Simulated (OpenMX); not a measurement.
InP under changes of volume

One of the cells (25.167 Å³/atom); the others are scaled copies at fixed shape and fractional positions:

```
In P
1.0
     0.00000    2.93050    2.93050
     2.93050    0.00000    2.93050
     2.93050    2.93050    0.00000
In P
1 1
Direct
  0.00000 0.00000 0.00000
  0.75000 0.75000 0.75000
```

```yaml
Program: OpenMX 3.8.5
Functional: LDA
Potentials_or_basis: OpenMX 2013 LDA set, In7.0-s3p2d2, P7.0-s2p2d1f1, fixed grid of 45 × 45 × 45 points
k_mesh: 9 × 9 × 9
Occupations: fermi-dirac, width 0.05 eV
Spin: no spin polarisation
```

| volume (Å³/atom) | energy over the lowest point (meV/atom) | gap on the mesh (eV) |
| --- | --- | --- |
| 23.657 | 25.85 | 1.02 |
| 24.160 | 12.08 | 0.89 |
| 24.663 | 3.65 | 0.76 |
| 25.167 | 0.00 | 0.64 |
| 25.670 | 0.98 | 0.52 |
| 26.173 | 5.62 | 0.40 |
| 26.677 | ? | ? |

**Question.** What does the run at 26.677 Å³/atom give?

**Answer.** Energy over the lowest point 13.75 meV/atom; gap on the mesh 0.28 eV.

Worked out: A Birch-Murnaghan fit of order 3 (a polynomial in V^(-2/3)) to the other rows has its minimum at 25.32 Å³/atom with B0 = V·E''(V) = 68 GPa and B' = 4.3. It gives 13.95 meV/atom at 26.677 Å³/atom, against the run's 13.75. A straight line through the other rows of the gap, of slope -6.12 eV per unit of ln V (its deformation potential), extrapolates to 0.28 eV, against the run's 0.28.

Energies are extrapolated to zero smearing.

Caveats: the basis has few d functions beyond the semicore shells, which can make volumes several per cent too large; spin-orbit coupling is left out, which moves the levels of the heavy elements; the basis of atomic orbitals isn't converged, which shifts pressures, moduli and gaps.
